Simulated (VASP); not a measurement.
GaN:

```
Ga N
1.0
     3.18000    0.00000    0.00000
    -1.59000    2.75396    0.00000
     0.00000    0.00000    5.16600
Ga N
2 2
Direct
  0.33333 0.66667 0.00000
  0.66667 0.33333 0.50000
  0.33333 0.66667 0.37500
  0.66667 0.33333 0.87500
```

Program: VASP 6.6.1. Alike in all runs: task single point; potentials or basis VASP PAW PBE potentials, release 64 (Ga_d, N); no spin polarisation; cell as given; cutoff (eV) 520; smearing fermi-dirac 0.02 eV.

Q: Order these runs on this cell by their band gap on the k mesh, lowest first.
A. level PBEsol; k mesh 8 × 8 × 5
B. level HSE06; k mesh 6 × 6 × 4; grid for exact exchange (PRECFOCK) Fast; screening parameter 0.2 1/A
C. level r2SCAN; k mesh 8 × 8 × 5

A: A (1.93 eV), C (2.38 eV), B (3.27 eV).
